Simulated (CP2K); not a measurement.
A run of CP2K 2026.2 is set up as follows.

The input sb_scf.inp:

```
&GLOBAL
  PROJECT sb_scf
  RUN_TYPE ENERGY_FORCE
  PRINT_LEVEL LOW
&END GLOBAL
&FORCE_EVAL
  METHOD QS
  STRESS_TENSOR ANALYTICAL
  &DFT
    BASIS_SET_FILE_NAME BASIS_MOLOPT_UZH
    POTENTIAL_FILE_NAME POTENTIAL_UZH
    &MGRID
      CUTOFF 675
      REL_CUTOFF 60
      NGRIDS 4
    &END MGRID
    &QS
      METHOD GPW
      EPS_DEFAULT 1.0E-10
    &END QS
    &KPOINTS
      SCHEME MONKHORST-PACK 8 8 8
      GAMMA_CENTERED T
      SYMMETRY T
      SYMMETRY_BACKEND SPGLIB
    &END KPOINTS
    &SCF
      SCF_GUESS ATOMIC
      EPS_SCF 1.0E-6
      MAX_SCF 100
      ADDED_MOS 10
      CHOLESKY OFF
      EPS_EIGVAL 1.0E-7
      &DIAGONALIZATION ON
        ALGORITHM STANDARD
      &END DIAGONALIZATION
      &MIXING ON
        METHOD BROYDEN_MIXING
        ALPHA 0.4
        BETA 1.5
        NBUFFER 8
      &END MIXING
      &SMEAR ON
        METHOD FERMI_DIRAC
        ELECTRONIC_TEMPERATURE 580.23
      &END SMEAR
    &END SCF
    &XC
      &XC_FUNCTIONAL
        &LDA_X
        &END LDA_X
        &LDA_C_PW
        &END LDA_C_PW
      &END XC_FUNCTIONAL
    &END XC
    &PRINT
      &KPOINTS ON
      &END KPOINTS
      &MULLIKEN ON
      &END MULLIKEN
      &MO ON
        ENERGIES T
        OCCUPATION_NUMBERS T
        &EACH
          QS_SCF 0
        &END EACH
        ADD_LAST NUMERIC
      &END MO
    &END PRINT
  &END DFT
  &SUBSYS
    &CELL
      ABC 4.5066618304 4.5066618304 4.5066618304
      ALPHA_BETA_GAMMA 57.1101731736 57.1101731728 57.1101731727
      PERIODIC XYZ
    &END CELL
    &COORD
      SCALED
      Sb  0.7665100000 0.7665100000 0.7665100000
      Sb  0.2334900000 0.2334900000 0.2334900000
    &END COORD
    &KIND Sb
      BASIS_SET TZVP-MOLOPT-PBE-GTH-q5
      POTENTIAL GTH-PBE-q5
    &END KIND
    &PRINT
      &ATOMIC_COORDINATES ON
      &END ATOMIC_COORDINATES
      &CELL ON
      &END CELL
    &END PRINT
  &END SUBSYS
  &PRINT
    &FORCES ON
    &END FORCES
    &STRESS_TENSOR ON
    &END STRESS_TENSOR
  &END PRINT
&END FORCE_EVAL
```

Potentials or basis: POTENTIAL_UZH Sb GTH-PBE-q5; TZVP-MOLOPT-PBE-GTH basis.

Command:

```bash
$ OMP_NUM_THREADS=1 cp2k.psmp -i sb_scf.inp -o sb_scf.out
```

Question: Estimate the largest force.

Answer: 0.335 eV/Å.

Question: What does it give for the band gap on the k mesh?

Answer: None (metal or under the smearing width).

Question: What does it give for the pressure?

Answer: 2.6 GPa.

Stress tensor (GPa, compression positive):
```
 2.35 -0.31 -0.21
-0.31  2.75 -0.12
-0.21 -0.12  2.84
```

Caveat: the potentials were made for another functional, which shifts forces and pressure; the basis of atomic orbitals isn't converged, which shifts pressures, moduli and gaps. Spin-orbit coupling is left out, which matters for the levels of Sb.
